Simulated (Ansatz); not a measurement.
# SnO: the cost of one run

Computed with Ansatz 0.2.0 (DFT PBE+D3(BJ), scalar-relativistic, plane waves, PAW, unless a step's input says otherwise).

7 further runs of the same task are left out: 7 set aside as unsound or not needed.

## Step 1: The structure to begin with

It takes space group C2/m (No. 12, monoclinic). The conventional cell has a = 5.403 Å, b = 5.403 Å, c = 22.228 Å, α = 90.00°, β = 90.00°, γ = 90.00°. Sn (site symmetry m) is surrounded by 4 O at 2.25 Å. O (site symmetry 1) has 4 Sn at 2.25 Å as nearest neighbours.

As a file:

```
CELL_PARAMETERS angstrom
3.82056 -0.00001 0.00000
0.00001 3.82056 0.00000
0.00000 0.00000 22.22811
ATOMIC_POSITIONS crystal
Sn 0.75000 0.25000 0.20245
O 0.25000 0.25000 0.25562
O 0.75000 0.75000 0.25562
Sn 0.25000 0.75000 0.30880
Sn 0.37500 0.87500 0.46626
O 0.87500 0.87500 0.51944
O 0.37500 0.37500 0.51944
Sn 0.87500 0.37500 0.57261
```

This is the geometry of the first run shown, built on a cell relaxed beforehand with the same method.

## Step 2: What is varied

Atoms count from 1 in the order of the input.

The upper layer of a bilayer is slid along a line and lifted, both layers rigid.

- slide of the upper layer along the diagonal of the surface cell, from Sn5 above Sn4: 8 values from 0.00 to 4.73 Å, periodic
- distance between the facing planes of atoms: 6 values from 3.50 to 5.30 Å

Nothing else is relaxed. Energies count from the two layers apart. Points are written as (first, second).

## Step 3: Point (0.68 Å, 3.50 Å)

A dipole layer in the vacuum cancels the field that periodic copies would set up if the slab's two faces differ.

The input, input.yaml:

```yaml
crystal:
  lattice:
    - [3.8205591864, -1.44263e-05, 0.0]
    - [1.45052e-05, 3.8205591864, 0.0]
    - [0.0, 0.0, 22.2281054423]
  atoms:
    - { symbol: Sn, position: [0.7499972411, 0.2500027589, 0.2024464033] }
    - { symbol: O, position: [0.2499972411, 0.2500027589, 0.2556235112] }
    - { symbol: O, position: [0.7499972411, 0.7500027589, 0.2556235112] }
    - { symbol: Sn, position: [0.2499972411, 0.7500027589, 0.3088006191] }
    - { symbol: Sn, position: [0.3749972411, 0.8750027589, 0.4662589328] }
    - { symbol: O, position: [-0.1250027589, 0.8750027589, 0.5194360406] }
    - { symbol: O, position: [0.3749972411, 1.3750027589, 0.5194360406] }
    - { symbol: Sn, position: [-0.1250027589, 1.3750027589, 0.5726131485] }
basis:
  ecutwfc: 420
kpoints:
  mp_grid: { grid: [7, 7, 1] }
hamiltonian:
  xc: pbe
  dispersion: d3bj
scf:
  occupations: { method: gaussian, width: 0.05 }
output:
  forces: true
  eigenvalues: true
efield:
  axis: 3
  dipole_correction: true
  ramp_width: 0.04
```

The run is started by

```sh
> ansatz run input.yaml --threads 2 --pin off --max-ram 6144MiB --backend cpu --events-out ev --progress --plain --runs-dir out
```

Q: Estimate wall time and peak memory on 2 threads of Intel Xeon 6975P-C (Granite Rapids), shared host.

About 7.9 s, with a peak of 0.61 GiB.
